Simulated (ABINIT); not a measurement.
# CuO (Tenorite) (C2/c) in ABINIT: further runs

Runs on CuO (Tenorite). Level: PBE. Tasks: single point.

All numbers are computed with ABINIT 10.8.3 (patched build); they aren't measurements. Logs are shortened: lines on timing, memory, paths and dates and some standing lists are left out, and cuts for length are marked. The log counts tension as positive stress, the text compression.

## (1) The crystal as given

Symmetry: C2/c, No. 15, monoclinic system. The conventional cell has a = 4.684 Å, b = 3.423 Å, c = 5.129 Å, α = 90.00°, β = 99.54°, γ = 90.00°. Around Cu (site symmetry -1) lie 4 O at 1.95 to 1.96 Å. O (site symmetry 2) is surrounded by 4 Cu at 1.95 to 1.96 Å.

## (2) Single point, PBE

run.abi

```
# Pseudopotentials
pp_dirpath "./"
pseudos "Cu.upf, O.upf"

# Structure
acell 5.4811209356 5.4811209356 9.692027348
rprim
     0.8073996500    -0.5900049196     0.0000000000
     0.8073996500     0.5900049196     0.0000000000
    -0.1657361228     0.0000000000     0.9861701362
ntypat 2
znucl 29 8
natom 4
typat 1 1 2 2
xcart
     1.4095680449    -1.6169441585     4.7789939651
     2.2127275625     1.6169441585     0.0000000000
     3.2207158487     0.5277705733     7.1684909476
     4.0238753662    -0.5277705733     2.3894969825
chkprim 0
chksymtnons 0
tolsym 1.0e-6

# Plane-wave basis
ecut 42.0

# k points
kptopt 1
ngkpt 8 8 4
nshiftk 1
shiftk 0.0 0.0 0.0

# Exchange and correlation
ixc 11

# Bands and occupations
nband 30
occopt 3
tsmear 0.05 eV

# SCF cycle
nstep 100
tolvrs 1.0e-10

# Output
iomode 3
prtwf 0
prteig 0
prtebands 0
prtden 1
prtvha 1
prtvclmb 1
prtpot 1
prtelf 1
```

Potentials or basis: PseudoDojo NC SR PBE v0.5 standard.

Launch:

```
> mpirun --bind-to none -np 4 abinit run.abi > log 2>&1
```

run.abo:

```text
.Version 10.8.3 of ABINIT
 Symmetries : space group C2/c (# 15); Bravais mC (1-face-center monocl.)
================================================================================
 Values of the parameters that define the memory need of the present run
     intxc =       0    ionmov =       0      iscf =       7    lmnmax =       6
     lnmax =       6     mgfft =      60  mpssoang =       3    mqgrid =    3001
     natom =       4  nloc_mem =       1    nspden =       1   nspinor =       1
    nsppol =       1      nsym =       4    n1xccc =    2501    ntypat =       2
    occopt =       3   xclevel =       2
       mpw =        3580          nfft =       61440          nkpt =          78
================================================================================
================================================================================

--------------------------------------------------------------------------------
------------- Echo of variables that govern the present computation ------------
--------------------------------------------------------------------------------
 -outvars: echo values of preprocessed input variables --------
            acell      5.4811209356E+00  5.4811209356E+00  9.6920273480E+00 Bohr
              amu      6.35460000E+01  1.59994000E+01
          chkprim           0
      chksymtnons           0
             ecut      4.20000000E+01 Hartree
                       outvar_i_n : Printing only first  50 k-points.
              ixc          11
                       outvar_i_n : Printing only first  50 k-points.
         kptrlatt        8    0    0      0    8    0      0    0    4
          kptrlen      3.87681094E+01
            natom           4
            nband          30
            ngfft          32      32      60
             nkpt          78
            nstep         100
             nsym           4
           ntypat           2
                       prtocc : prtvol=0, do not print more k-points.
           occopt           3
        prtebands           0
           prteig           0
           prtelf           1
           prtpot           1
         prtvclmb           1
           prtvha           1
            prtwf           0
            rprim      8.0739965000E-01 -5.9000491960E-01  0.0000000000E+00
                       8.0739965000E-01  5.9000491960E-01  0.0000000000E+00
                      -1.6573612280E-01  0.0000000000E+00  9.8617013620E-01
          spgroup          15
           tolsym      1.00000000E-06
           tolvrs      1.00000000E-10
           tsmear      1.83746611E-03 Hartree
            typat      1  1  2  2
                       outvars : Printing only first  50 k-points.
           xangst      7.4591128613E-01 -8.5564999938E-01  2.5289346956E+00
                       1.1709249992E+00  8.5564999938E-01  4.8778693469E-11
                       1.7043294288E+00  2.7928415979E-01  3.7934020434E+00
                       2.1293431419E+00 -2.7928415979E-01  1.2644673478E+00
            xcart      1.4095680450E+00 -1.6169441585E+00  4.7789939650E+00
                       2.2127275624E+00  1.6169441585E+00  9.2178371437E-11
                       3.2207158488E+00  5.2777057330E-01  7.1684909475E+00
                       4.0238753662E+00 -5.2777057330E-01  2.3894969825E+00
             xred      4.9999999999E-01 -1.2178812653E-11  5.0000000001E-01
                      -1.2178800333E-11  4.9999999999E-01  9.6441188369E-12
                       4.1839999999E-01  5.8159999998E-01  7.5000000001E-01
                       5.8159999998E-01  4.1839999999E-01  2.5000000001E-01
            znucl       29.00000    8.00000

================================================================================

 chkinp: Checking input parameters for consistency.

================================================================================
== DATASET  1 ==================================================================

--- !DatasetInfo
iteration_state: {dtset: 1, }
dimensions: {natom: 4, nkpt: 78, mband: 30, nsppol: 1, nspinor: 1, nspden: 1, mpw: 3580, }
cutoff_energies: {ecut:  42.0, pawecutdg:  -1.0, }
electrons: {nelect:   5.00000000E+01, charge:   0.00000000E+00, occopt:   3.00000000E+00, tsmear:   1.83746611E-03, }
meta: {optdriver: 0, ionmov: 0, optcell: 0, iscf: 7, paral_kgb: 0, }
...

 Exchange-correlation functional for the present dataset will be:
  GGA: Perdew-Burke-Ernzerhof functional - ixc=11
  J.P.Perdew, K.Burke, M.Ernzerhof, PRL 77, 3865 (1996)

 Real(R)+Recip(G) space primitive vectors, cartesian coordinates (Bohr,Bohr^-1):
 R(1)=  4.4254551 -3.2338883  0.0000000  G(1)=  0.1129827 -0.1546126  0.0189879
 R(2)=  4.4254551  3.2338883  0.0000000  G(2)=  0.1129827  0.1546126  0.0189879
 R(3)= -1.6063190  0.0000000  9.5579879  G(3)=  0.0000000  0.0000000  0.1046245
 Unit cell volume ucvol=  2.7357691E+02 bohr^3
 Angles (23,13,12)=  9.76901193E+01  9.76901193E+01  7.23147146E+01 degrees

 getcut: wavevector=  0.0000  0.0000  0.0000  ngfft=  32  32  60
         ecut(hartree)=     42.000   => boxcut(ratio)=   2.00133

--- Pseudopotential description ------------------------------------------------
- pspini: atom type   1  psp file is ./Cu.upf
12 -101130 2 -1 1492                          pspcod,pspxc,lmax,lloc,mmax
     nproj     2     2     2

- pspini: atom type   2  psp file is ./O.upf
12 -101130 2 -1 936                           pspcod,pspxc,lmax,lloc,mmax
     nproj     2     2     1

   2.78561417E+03                                ecore*ucvol(ha*bohr**3)
--------------------------------------------------------------------------------

================================================================================

--- !BeginCycle
iteration_state: {dtset: 1, }
solver: {iscf: 7, nstep: 100, nline: 4, wfoptalg: 0, }
tolerances: {tolvrs: 1.00E-10, }
...

     iter   Etot(hartree)      deltaE(h)  residm     vres2
 ETOT  1  -409.33267348787    -4.093E+02 4.428E-01 5.626E+03
 ETOT  2  -407.25028622230     2.082E+00 1.587E-01 1.793E+04
 ETOT  3  -411.90516347846    -4.655E+00 8.192E-02 9.396E+02
 ETOT  4  -412.10366031777    -1.985E-01 2.755E-01 3.670E+02
 ETOT  5  -412.18890613512    -8.525E-02 8.131E-03 7.747E+01
 ETOT  6  -412.21246800219    -2.356E-02 2.042E-03 2.501E+00
 ETOT  7  -412.21319565291    -7.277E-04 1.015E-03 1.148E-01
 ETOT  8  -412.21323789135    -4.224E-05 1.169E-03 6.329E-03
 ETOT  9  -412.21323990632    -2.015E-06 7.843E-04 2.061E-04
 ETOT 10  -412.21323998511    -7.880E-08 9.210E-04 1.503E-06
 ETOT 11  -412.21323998583    -7.203E-10 4.657E-04 2.298E-08
 ETOT 12  -412.21323998584    -5.173E-12 4.761E-04 3.126E-09
 ETOT 13  -412.21323998585    -7.731E-12 2.084E-04 1.987E-11

 At SCF step   13       vres2   =  1.99E-11 < tolvrs=  1.00E-10 =>converged.

 Compute ELF
--------------------------------------------------------------------------------

 Compute kinetic energy density

 Compute gradient of the electron density
 Electron Localization Function (ELF) [min:0;max:1]
)     Maximum=    8.6060E-01  at reduced coord.    0.4375    0.4063    0.6833
)     Minimum=    2.0463E-03  at reduced coord.    0.5938    0.4063    0.2500
   Integrated=    7.4323E+01

--------------------------------------------------------------------------------
 End of ELF section

 Cartesian components of stress tensor (hartree/bohr^3)
  sigma(1 1)= -1.38963438E-04  sigma(3 2)=  0.00000000E+00
  sigma(2 2)= -1.96329566E-04  sigma(3 1)=  3.41261382E-05
  sigma(3 3)= -1.17514418E-04  sigma(2 1)=  0.00000000E+00

--- !ResultsGS
iteration_state: {dtset: 1, }
comment   : Summary of ground state results
lattice_vectors:
- [  4.4254551,  -3.2338883,   0.0000000, ]
- [  4.4254551,   3.2338883,   0.0000000, ]
- [ -1.6063190,   0.0000000,   9.5579879, ]
lattice_lengths: [   5.48112,    5.48112,    9.69203, ]
lattice_angles: [ 97.690,  97.690,  72.315, ] # degrees, (23, 13, 12)
lattice_volume:   2.7357691E+02
convergence: {deltae: -7.731E-12, res2:  1.987E-11, residm:  2.084E-04, diffor: null, }
etotal    :  -4.12213240E+02
entropy   :   0.00000000E+00
fermie    :   2.60184539E-01
cartesian_stress_tensor: # hartree/bohr^3
- [ -1.38963438E-04,   0.00000000E+00,   3.41261382E-05, ]
- [  0.00000000E+00,  -1.96329566E-04,   0.00000000E+00, ]
- [  3.41261382E-05,   0.00000000E+00,  -1.17514418E-04, ]
pressure_GPa:   4.4407E+00
xred      :
- [  5.0000E-01,  -1.2179E-11,   5.0000E-01, Cu]
- [ -1.2179E-11,   5.0000E-01,   9.6441E-12, Cu]
- [  4.1840E-01,   5.8160E-01,   7.5000E-01,  O]
- [  5.8160E-01,   4.1840E-01,   2.5000E-01,  O]
cartesian_forces: # hartree/bohr
- [ -0.00000000E+00,  -0.00000000E+00,  -8.25341855E-32, ]
- [ -0.00000000E+00,  -0.00000000E+00,  -8.25341855E-32, ]
- [  2.08997079E-19,  -5.57322138E-03,   3.28391056E-21, ]
- [ -2.08997079E-19,   5.57322138E-03,  -3.28391056E-21, ]
force_length_stats: {min:   8.25341855E-32, max:   5.57322138E-03, mean:   2.78661069E-03, }
...

 Integrated electronic density in atomic spheres:
 ------------------------------------------------
 Atom  Sphere_radius  Integrated_density
    1        2.00000         17.29944706
    2        2.00000         17.29944706
    3        2.00000          6.20484712
    4        2.00000          6.20484712
================================================================================

 ----iterations are completed or convergence reached----

 Mean square residual over all n,k,spin=   10.132E-08; max=  20.844E-05
 reduced coordinates (array xred) for    4 atoms
       0.499999999988     -0.000000000012      0.500000000010
      -0.000000000012      0.499999999988      0.000000000010
       0.418399999991      0.581599999984      0.750000000010
       0.581599999984      0.418399999991      0.250000000010
 rms dE/dt=  1.0406E-02; max dE/dt=  1.8023E-02; dE/dt below (all hartree)
    1       0.000000000000      0.000000000000      0.000000000000
    2       0.000000000000      0.000000000000      0.000000000000
    3      -0.018023175493      0.018023175493      0.000000000000
    4       0.018023175493     -0.018023175493     -0.000000000000

 cartesian coordinates (angstrom) at end:
    1      0.74591128613444    -0.85564999938101     2.52893469560945
    2      1.17092499915528     0.85564999938101     0.00000000004878
    3      1.70432942884454     0.27928415978610     3.79340204338978
    4      2.12934314186537    -0.27928415978610     1.26446734782911

 cartesian forces (hartree/bohr) at end:
    1     -0.00000000000000    -0.00000000000000    -0.00000000000000
    2     -0.00000000000000    -0.00000000000000    -0.00000000000000
    3      0.00000000000000    -0.00557322137531     0.00000000000000
    4     -0.00000000000000     0.00557322137531    -0.00000000000000
 frms,max,avg= 2.2752581E-03 5.5732214E-03   0.000E+00  0.000E+00  0.000E+00 h/b

 cartesian forces (eV/Angstrom) at end:
    1     -0.00000000000000    -0.00000000000000    -0.00000000000000
    2     -0.00000000000000    -0.00000000000000    -0.00000000000000
    3      0.00000000000000    -0.28658656581612     0.00000000000000
    4     -0.00000000000000     0.28658656581612    -0.00000000000000
 frms,max,avg= 1.1699848E-01 2.8658657E-01   0.000E+00  0.000E+00  0.000E+00 e/A
 length scales=  5.481120935600  5.481120935600  9.692027348000 bohr
              =  2.900484287355  2.900484287355  5.128799996531 angstroms
 Fermi (or HOMO) energy (hartree) =   0.26018   Average Vxc (hartree)=  -0.45260
 Eigenvalues (hartree) for nkpt=  78  k points:
 kpt#   1, nband= 30, wtk=  0.00391, kpt=  0.0000  0.0000  0.0000 (reduced coord)
  -3.87653   -3.87651   -2.31747   -2.31746   -2.31604   -2.31573   -2.30067   -2.30066
  -0.47401   -0.42485   -0.04261    0.05346    0.06855    0.13959    0.14319    0.14334
   0.14918    0.15270    0.15893    0.16619    0.17458    0.18102    0.18340    0.20128
   0.26741    0.29402    0.32179    0.47984    0.55719    0.74948
      occupation numbers for kpt#   1
   2.00000    2.00000    2.00000    2.00000    2.00000    2.00000    2.00000    2.00000
   2.00000    2.00000    2.00000    2.00000    2.00000    2.00000    2.00000    2.00000
   2.00000    2.00000    2.00000    2.00000    2.00000    2.00000    2.00000    2.00000
   0.03842    0.00000    0.00000    0.00000    0.00000    0.00000
 prteigrs : prtvol=0 or 1, do not print more k-points.

--- !EnergyTerms
iteration_state     : {dtset: 1, }
comment             : Components of total free energy in Hartree
kinetic             :  1.96418828558448E+02
hartree             :  1.35478899263383E+02
xc                  : -5.49398050376006E+01
Ewald energy        : -2.48584466506287E+02
psp_core            :  1.01821978336765E+01
local_psp           : -3.78688440009709E+02
non_local_psp       : -7.20797908595028E+01
internal            : -4.12212576757592E+02
'-kT*entropy'       : -6.63228255435527E-04
total_energy        : -4.12213239985848E+02
total_energy_eV     : -1.12168936889622E+04
band_energy         : -4.08810174829544E+01
...

 Cartesian components of stress tensor (hartree/bohr^3)
  sigma(1 1)= -1.38963438E-04  sigma(3 2)=  0.00000000E+00
  sigma(2 2)= -1.96329566E-04  sigma(3 1)=  3.41261382E-05
  sigma(3 3)= -1.17514418E-04  sigma(2 1)=  0.00000000E+00

-Cartesian components of stress tensor (GPa)         [Pressure=  4.4407E+00 GPa]
- sigma(1 1)= -4.08844551E+00  sigma(3 2)=  0.00000000E+00
- sigma(2 2)= -5.77621525E+00  sigma(3 1)=  1.00402565E+00
- sigma(3 3)= -3.45739353E+00  sigma(2 1)=  0.00000000E+00

== END DATASET(S) ==============================================================
================================================================================

 -outvars: echo values of variables after computation  --------
            acell      5.4811209356E+00  5.4811209356E+00  9.6920273480E+00 Bohr
           etotal     -4.1221323999E+02
            fcart     -0.0000000000E+00 -0.0000000000E+00 -8.2534185518E-32
                      -0.0000000000E+00 -0.0000000000E+00 -8.2534185518E-32
                       2.0899707882E-19 -5.5732213753E-03  3.2839105602E-21
                      -2.0899707882E-19  5.5732213753E-03 -3.2839105600E-21
            rprim      8.0739965000E-01 -5.9000491960E-01  0.0000000000E+00
                       8.0739965000E-01  5.9000491960E-01  0.0000000000E+00
                      -1.6573612280E-01  0.0000000000E+00  9.8617013620E-01
           strten     -1.3896343821E-04 -1.9632956595E-04 -1.1751441755E-04
                       0.0000000000E+00  3.4126138245E-05  0.0000000000E+00
           xangst      7.4591128613E-01 -8.5564999938E-01  2.5289346956E+00
                       1.1709249992E+00  8.5564999938E-01  4.8778693469E-11
                       1.7043294288E+00  2.7928415979E-01  3.7934020434E+00
                       2.1293431419E+00 -2.7928415979E-01  1.2644673478E+00
             xred      4.9999999999E-01 -1.2178812653E-11  5.0000000001E-01
                      -1.2178800333E-11  4.9999999999E-01  9.6441188369E-12
                       4.1839999999E-01  5.8159999998E-01  7.5000000001E-01
                       5.8159999998E-01  4.1839999999E-01  2.5000000001E-01
 Calculation completed.
```

It took 81 s on 4 MPI ranks of AMD EPYC 7R43 (Zen 3), shared host; peak memory 0.36 GiB.

What came out:

```
Free energy                                           : -11216.8937 eV
Pressure                                              : 4.4 GPa
Largest force                                         : 0.287 eV/Å
Band gap on the k mesh                                : none (metal or under the smearing width)
Valence electrons inside the program's atomic spheres : Cu 17.30; O 6.20
```

Forces on the atoms (eV/Å):
```
Cu   0.000  0.000  0.000
Cu   0.000  0.000  0.000
O    0.000 -0.287  0.000
O    0.000  0.287  0.000
```

Caveat: the run has no spin polarisation, though such a crystal can be magnetic; semilocal functionals often make such compounds metallic where correlation or magnetic order opens a gap, which also shifts bond lengths. With open d or f shells a metallic result of PBE can be an artefact of self-interaction; +U or a hybrid may open a gap.

## (3) Single point, PBE (cell strained at random)

run.abi

```
pp_dirpath "./"
pseudos "Cu_ONCV_PBE-1.2.upf, O_ONCV_PBE-1.2.upf"

acell 3*1.0
rprim
     4.4997780534    -3.1993138879    -0.0931143651
     4.4458849541     3.1255635464     0.0131638322
    -1.7098544332     0.1704400684     9.6889829992
ntypat 2
znucl 29 8
natom 4
typat 1 1 2 2
xcart
     0.7381820000    -0.8014055000     2.5389575000
     1.1763305000     0.8269885000     0.0034830000
     1.6859813496     0.3212448996     3.8288269340
     2.1430436504    -0.2700788996     1.2560540660 Angstrom
chkprim 0
chksymtnons 0
tolsym 1.0e-6

ecut 42.0

kptopt 1
ngkpt 8 8 4
nshiftk 1
shiftk 0.0 0.0 0.0

ixc 11

nband 30
occopt 3
tsmear 0.00183747

nstep 100
tolvrs 1.0e-10

iomode 3
prtwf 0
prteig 0
prtebands 0
prtden 1
prtvha 1
prtvclmb 1
prtpot 1
prtelf 1
```

Potentials or basis: SG15 NC PBE v1.2.

Launch:

```
> abinit run.abi > log 2>&1
```

Run time: 9 min. Hardware: 1 thread of Arm Neoverse V2, shared host; peak memory 0.28 GiB.

It converged, with:

| Quantity | Value |
| --- | --- |
| Free energy | -10805.3335 eV |
| Pressure | 4.1 GPa |
| Largest force | 0.234 eV/Å |
| Band gap on the k mesh | none (metal or under the smearing width) |
| Valence electrons inside the program's atomic spheres | Cu 17.31; O 6.18 |

Forces in eV/Å, atoms in the order of the input:
```
Cu   0.000  0.000  0.000
Cu   0.000  0.000  0.000
O   -0.119 -0.157 -0.127
O    0.119  0.157  0.127
```

Stress tensor (GPa, compression positive):
```
 3.81  0.42  1.05
 0.42  6.71 -1.69
 1.05 -1.69  1.89
```

Levels at points of the mesh, in eV from the Fermi level:
```csv
k point,band 22,band 23,band 24,band 25,band 26,band 27,band 28,band 29
"(0.00, 0.00, 0.00)",-2.15,-2.04,-1.60,0.16,0.90,1.78,6.19,8.14
"(0.50, 0.00, 0.00)",-1.49,-1.38,-1.30,-0.06,0.20,4.92,6.33,7.15
"(0.00, 0.50, 0.00)",-1.50,-1.44,-1.27,0.02,0.18,4.90,6.31,7.18
"(0.50, 0.50, 0.00)",-2.00,-1.69,-1.13,-0.51,1.03,3.69,6.96,8.75
"(0.00, 0.00, 0.50)",-2.10,-1.44,-1.39,0.21,0.23,3.99,4.02,11.51
"(0.50, 0.00, 0.50)",-2.00,-1.66,-1.50,-0.05,0.68,5.34,6.58,8.17
"(0.00, 0.50, 0.50)",-2.04,-1.64,-1.44,-0.03,0.73,5.16,6.69,8.03
"(0.50, 0.50, 0.50)",-1.56,-1.20,-1.18,-0.44,-0.43,5.39,5.71,8.87
```

Caveat: the run has no spin polarisation, though such a crystal can be magnetic; semilocal functionals often make such compounds metallic where correlation or magnetic order opens a gap, which also shifts bond lengths.
